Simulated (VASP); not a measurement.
A run of VASP 6.6.1 is set up as follows.

File POSCAR:

```
Tl
3.3879
   -0.577347375513      0.577347375513      0.577347375513
    0.577347375513     -0.577347375513      0.577347375513
    0.577347375513      0.577347375513     -0.577347375513
Tl
1
Direct
    0.0000000000      0.0000000000      0.0000000000
```

File INCAR.step1:

```
ALGO = Normal
EDIFF = 1E-6
ENCUT = 500
GGA = PS
ISIF = 2
ISMEAR = -1
IVDW = 11
LASPH = T
LCHARG = T
LREAL = F
LWAVE = F
NELM = 100
PREC = Accurate
SIGMA = 0.1
```

File KPOINTS.step1:

```
k-points
0
Gamma
  10 10 10
```

File INCAR.step2:

```
ALGO = Normal
EDIFF = 1E-6
ENCUT = 500
GGA = PS
ICHARG = 11
ISIF = 2
ISMEAR = 0
IVDW = 11
LASPH = T
LCHARG = F
LREAL = F
LWAVE = F
NELM = 100
PREC = Accurate
SIGMA = 0.05
```

Contents of KPOINTS.step2:

```
path GHNGPH,PN
20
line-mode
reciprocal
 0.0000000000  0.0000000000  0.0000000000  G
 0.5000000000 -0.5000000000  0.5000000000  H

 0.5000000000 -0.5000000000  0.5000000000  H
 0.0000000000  0.0000000000  0.5000000000  N

 0.0000000000  0.0000000000  0.5000000000  N
 0.0000000000  0.0000000000  0.0000000000  G

 0.0000000000  0.0000000000  0.0000000000  G
 0.2500000000  0.2500000000  0.2500000000  P

 0.2500000000  0.2500000000  0.2500000000  P
 0.5000000000 -0.5000000000  0.5000000000  H

 0.2500000000  0.2500000000  0.2500000000  P
 0.0000000000  0.0000000000  0.5000000000  N
```

Potentials or basis: VASP PAW PBE potentials, release 64 (Tl).

Command:

```console
$ cat potpaw_PBE.64/Tl/POTCAR > POTCAR
$ cp INCAR.step1 INCAR
$ cp KPOINTS.step1 KPOINTS
$ mpirun -np 1 vasp_std > vasp.out
$ cp INCAR.step2 INCAR
$ cp KPOINTS.step2 KPOINTS
$ mpirun -np 1 vasp_std > vasp.out
```

(1) Predict the band gap along the path.

(2) Estimate the dispersion energy per atom.

## Answers

(1) none (metal or under the smearing width).

(2) -0.172 eV.

Caveat: the log is that of the step along the path at fixed density, whose energy, stress, charges and moments have no meaning; spin-orbit coupling is left out, which moves the levels of the heavy elements.
